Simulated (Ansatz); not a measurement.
**Calculated As-75 NMR of the central transition for InAs under strain**

Cell: a COD entry, relaxed with PBE at fixed cell and then changed (z compressed by 3 %, ions relaxed).

```
In As
1.0
     0.00000    3.02900    2.93813
     3.02900    0.00000    2.93813
     3.02900    3.02900    0.00000
In As
1 1
Direct
  0.00000 0.00000 0.00000
  0.25000 0.25000 0.25000
```

Atom numbers follow the list; atoms alike are taken as one site, whose name carries the number of the first.

Level of theory: DFT, PBE, plane waves and PAW, scalar-relativistic, 420 eV cutoff, Γ-centred 13×13×13 k-points, Fermi–Dirac smearing 0.05 eV (Ansatz 0.2.0).

As-75 has I = 3/2 and Q = 311.0 mb (Pyykkö 2018); at 7.05 T its Larmor frequency is ν₀ = 51.6 MHz. Only the quadrupole interaction is simulated: positions count from each site's isotropic chemical shift, and shift anisotropy, dipolar and J coupling are left out.

(1) What does the As-75 spectrum (static powder) show for each site?

Answers

(1) 

```tsv
site	first shell	C_Q (MHz)	η	P_Q (MHz)	δ_QIS (ppm)	breadth (kHz)
As	4 In at 2.60 Å	-5.47	0.00	5.47	-281	75.6
```

δ_QIS = −(ν_Q²/30ν₀²)[I(I+1) − 3/4](1 + η²/3) × 10⁶ ppm with ν_Q = 3|C_Q|/[2I(2I−1)]; it falls as 1/B₀² in ppm, and the breadth as 1/B₀ in kHz.

An axis of threefold or higher order runs through As, so V_zz lies along it and η is zero.

Without spin–orbit coupling (the program notes it for In) the gradients can shift somewhat, as the gap is small. With a gap of 0.13 eV under a smearing of 0.05 eV the band edges are partly filled, so small gradients can hang on the smearing and the k-mesh. At this changed cell the PBE pressure is 6 GPa.

The relaxation (1 step) took 16 s of wall time (15 s of CPU time) and 0.58 GiB at its peak, on 1 thread of Intel Xeon Platinum 8488C (Sapphire Rapids) (x86_64; 16 cores open to the job, memory cap 3.0 GiB, no GPU), a shared host with a load of 0.2 a core.
